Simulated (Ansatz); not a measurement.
The system is W.

```
CELL_PARAMETERS angstrom
2.80966 0.00000 0.00000
0.00000 4.86387 0.00000
0.00000 0.00000 4.92370
ATOMIC_POSITIONS crystal
W 0.79317 0.93684 0.75000
W 0.20683 0.43684 0.75000
W 0.20683 0.06316 0.25000
W 0.79317 0.56316 0.25000
```

This isn't the form of W at room conditions, which is bcc.

* Program: Ansatz 0.2.0
* Task: relaxation of cell and atoms
* Functional: PBEsol
* Potentials or basis: Ansatz PAW
* Cutoff: 420 eV (not typed: the program's choice for these potentials)
* k mesh: 9 × 6 × 6
* Occupations: fermi-dirac, width 0.05 eV
* Spin: no spin polarisation

At the start: volume 16.82 Å³/atom.

**Question.** How do energy, volume and symmetry change on relaxing?

**Answer.** It ends after 11 steps and the volume is 15.70 Å³/atom (-6.7 %); space group Im-3m (No. 229, to 0.05 Å).

Step by step:
| step | energy change (eV) | largest force (eV/Å) | volume (Å³) |
| --- | --- | --- | --- |
| 1 | 0.0000 | 0.0699 | 67.29 |
| 2 | -0.1328 | 0.3639 | 64.67 |
| 3 | -0.3854 | 0.9382 | 62.27 |
| 4 | -1.0424 | 0.7251 | 59.70 |
| 5 | -1.7415 | 0.2489 | 60.21 |
| 6 | -2.1051 | 0.0197 | 62.11 |
| 7 | -2.1260 | 0.0026 | 62.82 |
| 8 | -2.1260 | 0.0008 | 62.80 |
| 9 | -2.1269 | 0.0008 | 62.80 |
| 10 | -2.1269 | 0.0001 | 62.81 |
| 11 | -2.1269 | 0.0001 | 62.81 |

Final structure:
```
CELL_PARAMETERS angstrom
3.16421 0.00000 0.00000
0.00000 4.45536 0.00000
0.00000 0.00000 4.45533
ATOMIC_POSITIONS crystal
W 0.75000 0.00000 0.75000
W 0.25000 0.50000 0.75000
W 0.25000 0.00000 0.25000
W 0.75000 0.50000 0.25000
```

Caveat: the plane-wave basis is chosen anew once the cell has moved, so the energies of steps on either side of that aren't comparable; the PAW data sets come from PBE, with cores solved anew for the run's functional, which leaves a small shift of forces and pressure.
